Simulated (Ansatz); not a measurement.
Wanted: the native input for an Ansatz 0.2.0 run.

```
Task                : single point
Functional          : PBE
Potentials or basis : Ansatz PAW
Cutoff              : 420 eV (not typed: the program's choice for these potentials)
k mesh              : 12 × 12 × 12
Occupations         : fermi-dirac, width 0.05 eV
Spin                : no spin polarisation
```

The system is SiO2.

```
CELL_PARAMETERS angstrom
-2.83790 2.83790 5.66021
2.83790 -2.83790 5.66021
2.83790 2.83790 -5.66021
ATOMIC_POSITIONS crystal
Si 0.87500 0.26362 0.88862
Si 0.01362 0.62500 0.88862
Si 0.73638 0.12500 0.11138
Si 0.37500 0.98638 0.11138
O 0.63373 0.13373 0.50000
O 0.46788 0.96788 0.93575
O 0.03212 0.53212 0.06425
O 0.11627 0.11627 0.00000
O 0.88373 0.88373 0.00000
O 0.86627 0.36627 0.50000
O 0.28212 0.71788 0.00000
O 0.71788 0.28212 0.00000
```

The cell comes from a database or a generator and needn't be the stable form of this composition.

One way to write it, as run:

input.yaml

```yaml
crystal:
  lattice:
    - [-2.837898, 2.837898, 5.66021]
    - [2.837898, -2.837898, 5.66021]
    - [2.837898, 2.837898, -5.66021]
  atoms:
    - { symbol: Si, position: [0.875, 0.263618, 0.888618] }
    - { symbol: Si, position: [0.013618, 0.625, 0.888618] }
    - { symbol: Si, position: [0.736382, 0.125, 0.111382] }
    - { symbol: Si, position: [0.375, 0.986382, 0.111382] }
    - { symbol: O, position: [0.633727, 0.133727, 0.5] }
    - { symbol: O, position: [0.467877, 0.967877, 0.935754] }
    - { symbol: O, position: [0.032123, 0.532123, 0.064246] }
    - { symbol: O, position: [0.116273, 0.116273, 0.0] }
    - { symbol: O, position: [0.883727, 0.883727, 0.0] }
    - { symbol: O, position: [0.866273, 0.366273, 0.5] }
    - { symbol: O, position: [0.282123, 0.717877, 0.0] }
    - { symbol: O, position: [0.717877, 0.282123, 0.0] }
hamiltonian:
  xc: pbe
  pseudopotentials: { kind: paw }
kpoints:
  mp_grid: { grid: [12, 12, 12] }
scf:
  occupations: { method: fermi_dirac, width: 0.05 }
output:
  forces: true
  stress: true
  eigenvalues: true
  write_density: true
  write_potential: true
  elf: true
  volumetric_format: npy
```

Potentials or basis: Ansatz PAW.

Launch:

```console
$ ansatz run input.yaml --threads 4 --pin off --max-ram 11264MiB --backend cpu --events-out ev --progress --plain --runs-dir out
```

It gave:

```yaml
Pressure: -0.1 GPa
Largest_force: 0.011 eV/Å
Band_gap_on_the_k_mesh: 4.84 eV, direct
```

Caveat: the pressure holds a Pulay correction of +0.5 GPa for the finite cutoff.

Wall time 40 s on 4 threads of Arm Neoverse V1, on a shared host, peak memory 1.2 GiB.
